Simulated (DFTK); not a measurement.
The system is Pt.

```xyz
1
Lattice="0.0000 1.9609 1.9609 1.9609 0.0000 1.9609 1.9609 1.9609 0.0000" Properties=species:S:1:pos:R:3 pbc="T T T"
Pt    0.0000    0.0000    0.0000
```

Base run:

```yaml
Program: DFTK 0.8.2
Functional: LDA
Potentials_or_basis: SG15 1.2 (PBE)
Cutoff: 1225 eV
k_mesh: 12 × 12 × 12
Occupations: fermi-dirac, width 0.05 eV
Spin: no spin polarisation
```

Its results: band gap on the k mesh none (metal or under the smearing width); pressure -4.0 GPa.

Task: After a change of settings the same cell gave: band gap on the k mesh none (metal or under the smearing width); pressure -5.9 GPa. Which change was it?
A. functional from LDA to RPBE; potentials or basis from SG15 1.2 (PBE) to dojo.nc.sr.pbe.v0_5.standard.upf (PBE); cutoff from 1225 eV to 1143 eV
B. functional from LDA to PBEsol; potentials or basis from SG15 1.2 (PBE) to cp2k.nc.sr.pbe.v0_1.semicore.gth (PBE, GTH); cutoff from 1225 eV to 1959 eV
C. potentials or basis from SG15 1.2 (PBE) to cp2k.nc.sr.lda.v0_1.semicore.gth (LDA, GTH); cutoff from 1225 eV to 1660 eV
D. functional from LDA to PBEsol

Result: C.

Caveats: the potentials were made for another functional, which shifts forces and pressure (some runs); GTH potentials come without recommended cutoffs, and this one wasn't checked for convergence (some runs).

Not every run made on this cell is shown here.
